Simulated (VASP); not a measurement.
# Pb (P6_3/mmc) in VASP: relaxation of cell and atoms with PBE

Aim: the relaxation of cell and atoms of Pb with PBE.

All numbers are computed with VASP 6.6.1; they aren't measurements. Logs are shortened: lines on timing, memory, paths and dates and some standing lists are left out, and cuts for length are marked.

## 1. The crystal as given

Symmetry: P6_3/mmc, No. 194, hexagonal system. Conventional cell: a = 3.480 Å, b = 3.480 Å, c = 5.590 Å, α = 90.00°, β = 90.00°, γ = 120.00°. Pb (site symmetry -6m2) has 12 Pb at 3.44 to 3.48 Å as nearest neighbours.

This isn't the form of Pb at room conditions, which is fcc.

## 2. Relaxation of cell and atoms, PBE, spin-orbit coupling, no magnetisation

The input, INCAR:

```
SYSTEM = Pb
  PREC = Accurate
  ENCUT = 600
  EDIFF = 1E-6
  ISMEAR = -1
  SIGMA = 0.05
  LREAL = .FALSE.
  LASPH = .TRUE.
  NELM = 80
  ALGO = Normal
  ISIF = 3
  LWAVE = .FALSE.
  LCHARG = .FALSE.
  MAGMOM = 0 0 0 0 0 0
  LORBIT = 11
  LSORBIT = .TRUE.
  GGA_COMPAT = .FALSE.
  GGA = PE
  IBRION = 2
  NSW = 40
  EDIFFG = -0.01
```

The input, KPOINTS:

```
regular mesh
0
G
  7 7 4
  0 0 0
```

The input, POSCAR:

```
Pb
1.0
    3.4800000000      0.0000000000      0.0000000000
   -1.7400000000      3.0137684052      0.0000000000
    0.0000000000      0.0000000000      5.5900000000
Pb
2
Direct
    0.6666666667      0.3333333333      0.7500000000
    0.3333333333      0.6666666667      0.2500000000
```

Potentials or basis: VASP PAW PBE potentials, release 64 (Pb_d).

Launch:

```
> cat potpaw_PBE.64/Pb_d/POTCAR > POTCAR
> mpirun -np 1 vasp_ncl > vasp.out
```

OUTCAR:

```text
SYSTEM = Pb
   PREC = Accurate
   ENCUT = 600
   EDIFF = 1E-6
   ISMEAR = -1
   LREAL = .FALSE.
   LASPH = .TRUE.
   NELM = 80
   ISIF = 3
   LORBIT = 11
   LSORBIT = .TRUE.
   GGA = PE
   IBRION = 2
   NSW = 40
   EDIFFG = -0.01

 ion  position               nearest neighbor table
   1  0.667  0.333  0.750-   2 3.44   2 3.44   2 3.44   2 3.44   2 3.44   2 3.44
   2  0.333  0.667  0.250-   1 3.44   1 3.44   1 3.44   1 3.44   1 3.44   1 3.44

  LATTYP: Found a hexagonal cell.
 ALAT       =     3.4800000000
 C/A-ratio  =     1.6063218391

  Lattice vectors:

 A1 = (   3.4800000000,   0.0000000000,   0.0000000000)
 A2 = (  -1.7400000000,   3.0137684052,   0.0000000000)
 A3 = (   0.0000000000,   0.0000000000,   5.5900000000)

Analysis of symmetry for initial positions (statically):
=====================================================================
 Subroutine PRICEL returns:
 Original cell was already a primitive cell.

 Routine SETGRP: Setting up the symmetry group for a
 hexagonal supercell.

 Subroutine GETGRP returns: Found 24 space group operations
 (whereof 12 operations were pure point group operations)
 out of a pool of 24 trial point group operations.

The static configuration has the point symmetry D_3d.
 The point group associated with its full space group is D_6h.

Analysis of symmetry for dynamics (positions and initial velocities):
=====================================================================
 Subroutine PRICEL returns:
 Original cell was already a primitive cell.

 Routine SETGRP: Setting up the symmetry group for a
 hexagonal supercell.

 Subroutine GETGRP returns: Found 24 space group operations
 (whereof 12 operations were pure point group operations)
 out of a pool of 24 trial point group operations.

The dynamic configuration has the point symmetry D_3d.
 The point group associated with its full space group is D_6h.

Analysis of structural, dynamic, and magnetic symmetry:
=====================================================================
 Subroutine PRICEL returns:
 Original cell was already a primitive cell.

 Routine SETGRP: Setting up the symmetry group for a
 hexagonal supercell.

 Subroutine GETGRP returns: Found 24 space group operations
 (whereof 12 operations were pure point group operations)
 out of a pool of 24 trial point group operations.

The overall configuration has the point symmetry D_3d.
 The point group associated with its full space group is D_6h.

 Subroutine INISYM returns: Found 24 space group operations
 (whereof 12 operations are pure point group operations),
 and found     1 'primitive' translations

----------------------------------------------------------------------------------------

                                     Primitive cell

  volume of cell :      58.6274

  direct lattice vectors                    reciprocal lattice vectors
     3.480000000  0.000000000  0.000000000     0.287356322  0.165905250  0.000000000
    -1.740000000  3.013768405  0.000000000     0.000000000  0.331810500  0.000000000
     0.000000000  0.000000000  5.590000000     0.000000000  0.000000000  0.178890877

  length of vectors
     3.480000000  3.480000000  5.590000000     0.331810500  0.331810500  0.178890877

  position of ions in fractional coordinates (direct lattice)
     0.666666667  0.333333333  0.750000000
     0.333333333  0.666666667  0.250000000

  ion indices of the primitive-cell ions
   primitive index   ion index
                 1           1
                 2           2

----------------------------------------------------------------------------------------

 KPOINTS: regular mesh

Automatic generation of k-mesh.
 Grid dimensions read from file:
[... 67 lines left out ...]
   NSW    =     40    number of steps for IOM
   IBRION =      2    ionic relax: 0-MD 1-quasi-New 2-CG
   NFREE  =      1    steps in history (QN), initial steepest desc. (CG)
   ISIF   =      3    stress and relaxation
   ISYM   =      2    0-nonsym 1-usesym 2-fastsym
   POTIM  = 0.5000    time-step for ionic-motion
   TEBEG  =    0.0;   TEEND  =   0.0 temperature during run
   PSTRESS=    0.0 pullay stress
   NELECT =      28.0000    total number of electrons
   NUPDOWN=      -1.0000    fix difference up-down
   EMIN   =  10.00;   EMAX   =-10.00  energy-range for DOS
   EFERMI =   0.00;   METHOD = LEGACY
   ISMEAR =    -1;   SIGMA  =   0.05  broadening in eV -4-tet -1-fermi 0-gaus
   EFERMI_NEDOS =   21; number of points for ismear=-14 and -15
   IALGO  =     38    algorithm
   IMIX   =      4    mixing-type and parameters
     AMIX     =   0.40;   BMIX     =  1.00
     AMIX_MAG =   1.60;   BMIX_MAG =  1.00
  volume/ion in A,a.u.               =      29.31       197.82
  Fermi-wavevector in a.u.,A,eV,Ry     =   1.279658  2.418203 22.279870  1.637524
  Thomas-Fermi vector in A             =   2.412131
   LORBIT       =     11    0 simple, 1 ext, 2 COOP (PROOUT), +10 PAW based schemes
   GGA     = PE    functional components
   LHFCALC =     F    Hartree Fock is set to
   AEXX    =    0.0000 exact exchange contribution
   IVDW    =     0    specifies the selected vdW correction
   LEPSILON=     F    determine dielectric tensor
   LRPA    =     F    only Hartree local field effects (RPA)
 conjugate gradient relaxation of ions
  energy-cutoff  :      600.00
  volume of cell :       58.63
 maximum number of plane-waves:      3944
 NGX is ok and might be reduce to    28
   NGX = 13   NGY = 13   NGZ = 23

--------------------------------------- Ionic step        1  -------------------------------------------

 number of electron      27.9999996 magnetization       0.0000000      0.0000000      0.0000000

 number of electron      27.9999996 magnetization      -0.0000000      0.0000000      0.0000000

 number of electron      27.9999996 magnetization      -0.0000000     -0.0000000      0.0000000

 Free energy of the ion-electron system (eV)
  ---------------------------------------------------
  ext. energy  EPLUGINS =         0.00000000
  ---------------------------------------------------
  free energy    TOTEN  =        -8.12569401 eV

  energy without entropy =       -8.11591611  energy(sigma->0) =       -8.12080506

 E-fermi :   7.7145     XC(G=0): -10.3309

 val. band max:        7.6617806888   @ k =   0.2857   0.2857   0.0000
 cond. band min:       7.7522654919   @ k =   0.1429   0.1429   0.5000
 fundamental gap:      0.0904848031
 Fermi energy:         7.7144700355

 k-point     1 :       0.0000    0.0000    0.0000
  band No.  band energies     occupation
      1     -10.8444      1.00000
      2     -10.8444      1.00000
      3     -10.8384      1.00000
      4     -10.8384      1.00000
      5     -10.8244      1.00000
      6     -10.8244      1.00000
[... 1160 lines left out ...]
--------------------------------------- Ionic step        7  -------------------------------------------

 number of electron      27.9999999 magnetization       0.0000000      0.0000000     -0.0000000

 Free energy of the ion-electron system (eV)
  ---------------------------------------------------
  ext. energy  EPLUGINS =         0.00000000
  ---------------------------------------------------
  free energy    TOTEN  =        -8.19282629 eV

  energy without entropy =       -8.18057116  energy(sigma->0) =       -8.18669872

 E-fermi :   6.6200     XC(G=0):  -9.8711

 val. band max:        6.5805187956   @ k =   0.4286   0.1429   0.0000
 cond. band min:       6.6815620580   @ k =   0.2857   0.2857   0.0000
 fundamental gap:      0.1010432624
 Fermi energy:         6.6199561094

 k-point     1 :       0.0000    0.0000    0.0000
  band No.  band energies     occupation
      1     -11.8237      1.00000
      2     -11.8237      1.00000
      3     -11.8172      1.00000
      4     -11.8172      1.00000
      5     -11.8029      1.00000
      6     -11.8029      1.00000
[... 954 lines left out ...]
  FREE ENERGIE OF THE ION-ELECTRON SYSTEM (eV)
  ---------------------------------------------------
  free  energy   TOTEN  =        -8.1928262867 eV

  energy  without entropy=       -8.1805711560  energy(sigma->0) =       -8.18669872

 reached required accuracy - stopping structural energy minimisation

 Spin-Orbit-Coupling matrix elements

 Ion:    1  E_soc:     -1.1639752
 l=   1
     0.0000000    -0.1265431    -0.1268845
    -0.1265431     0.0000000    -0.1265431
    -0.1268845    -0.1265431     0.0000000
 l=   2
     0.0000000    -0.0134444     0.0000000    -0.0134444    -0.0539833
    -0.0134444     0.0000000    -0.0404118    -0.0134325    -0.0134444
     0.0000000    -0.0404118     0.0000000    -0.0404118     0.0000000
    -0.0134444    -0.0134325    -0.0404118     0.0000000    -0.0134444
    -0.0539833    -0.0134444     0.0000000    -0.0134444     0.0000000
 l=   3
     0.0000000     0.0000000     0.0000000     0.0000000     0.0000000     0.0000000     0.0000000
     0.0000000     0.0000000     0.0000000     0.0000000     0.0000000     0.0000000     0.0000000
     0.0000000     0.0000000     0.0000000     0.0000000     0.0000000     0.0000000     0.0000000
     0.0000000     0.0000000     0.0000000     0.0000000     0.0000000     0.0000000     0.0000000
     0.0000000     0.0000000     0.0000000     0.0000000     0.0000000     0.0000000     0.0000000
     0.0000000     0.0000000     0.0000000     0.0000000     0.0000000     0.0000000     0.0000000
     0.0000000     0.0000000     0.0000000     0.0000000     0.0000000     0.0000000     0.0000000

 Ion:    2  E_soc:     -1.1639752
 l=   1
     0.0000000    -0.1265431    -0.1268845
    -0.1265431     0.0000000    -0.1265431
    -0.1268845    -0.1265431     0.0000000
 l=   2
     0.0000000    -0.0134444     0.0000000    -0.0134444    -0.0539833
    -0.0134444     0.0000000    -0.0404118    -0.0134325    -0.0134444
     0.0000000    -0.0404118     0.0000000    -0.0404118     0.0000000
    -0.0134444    -0.0134325    -0.0404118     0.0000000    -0.0134444
    -0.0539833    -0.0134444     0.0000000    -0.0134444     0.0000000
 l=   3
     0.0000000     0.0000000     0.0000000     0.0000000     0.0000000     0.0000000     0.0000000
     0.0000000     0.0000000     0.0000000     0.0000000     0.0000000     0.0000000     0.0000000
     0.0000000     0.0000000     0.0000000     0.0000000     0.0000000     0.0000000     0.0000000
     0.0000000     0.0000000     0.0000000     0.0000000     0.0000000     0.0000000     0.0000000
     0.0000000     0.0000000     0.0000000     0.0000000     0.0000000     0.0000000     0.0000000
     0.0000000     0.0000000     0.0000000     0.0000000     0.0000000     0.0000000     0.0000000
     0.0000000     0.0000000     0.0000000     0.0000000     0.0000000     0.0000000     0.0000000

 total charge

# of ion       s       p       d       tot
------------------------------------------
    1        1.399   0.737   9.808  11.944
    2        1.399   0.737   9.808  11.944
--------------------------------------------------
tot          2.798   1.474  19.616  23.888

 magnetization (x)

# of ion       s       p       d       tot
------------------------------------------
    1       -0.000   0.000  -0.000   0.000
    2        0.000   0.000  -0.000   0.000
--------------------------------------------------
tot          0.000   0.000  -0.000   0.000

 magnetization (y)

# of ion       s       p       d       tot
------------------------------------------
    1        0.000   0.000  -0.000  -0.000
    2        0.000   0.000  -0.000  -0.000
--------------------------------------------------
tot          0.000   0.000  -0.000  -0.000

 magnetization (z)

# of ion       s       p       d       tot
------------------------------------------
    1        0.000   0.000   0.000   0.000
    2        0.000   0.000   0.000   0.000
--------------------------------------------------
tot          0.000   0.000   0.000   0.000
```

It took 10 min on 1 thread of Intel Xeon Platinum 8559C (Emerald Rapids), shared host; peak memory 0.36 GiB.

Results:

- Free energy: -8.1928 eV
- Relaxed volume: 32.23 Å³/atom
- Relaxed cell: a = 3.628 Å, b = 3.628 Å, c = 5.655 Å, α = 90.00°, β = 90.00°, γ = 120.00°
- Space group after relaxing (to 0.05 Å): P6_3/mmc (No. 194)
- Energy gained by relaxing: 33.6 meV/atom
- Ionic steps: 7
- Pressure after relaxing: 0.0 GPa
- Valence electrons inside the program's atomic spheres: Pb 11.94

Step by step:
| step | energy change (eV) | largest force (eV/Å) | pressure (GPa) | volume (Å³) |
| --- | --- | --- | --- | --- |
| 1 | 0.0000 | 0.0000 | 3.97 | 58.63 |
| 2 | -0.0648 | 0.0000 | -0.33 | 65.00 |
| 3 | -0.0654 | 0.0000 | 0.01 | 64.37 |
| 4 | -0.0654 | 0.0000 | -0.03 | 64.49 |
| 5 | -0.0661 | 0.0000 | -0.07 | 64.49 |
| 6 | -0.0671 | 0.0000 | -0.01 | 64.47 |
| 7 | -0.0671 | 0.0000 | 0.00 | 64.46 |

Final structure:
```yaml
crystal:
  lattice:
    - [3.62784, 0.00000, 0.00000]
    - [-1.81392, 3.14180, 0.00000]
    - [0.00000, 0.00000, 5.65534]
  atoms:
    - { symbol: Pb, position: [0.66667, 0.33333, 0.75000] }
    - { symbol: Pb, position: [0.33333, 0.66667, 0.25000] }
```

PBE usually gives volumes a little too large and moduli too small. Zero-point motion and thermal expansion aren't in these numbers.

## 3. The reference run

An earlier run on the cell as given: functional PBEsol; potentials or basis VASP PAW PBE potentials, release 64 (Pb_d); cutoff 520 eV; k mesh 9 × 9 × 5; occupations fermi-dirac, width 0.05 eV; no spin polarisation.

- Pressure: 1.0 GPa
- Band gap on the k mesh: none (metal or under the smearing width)
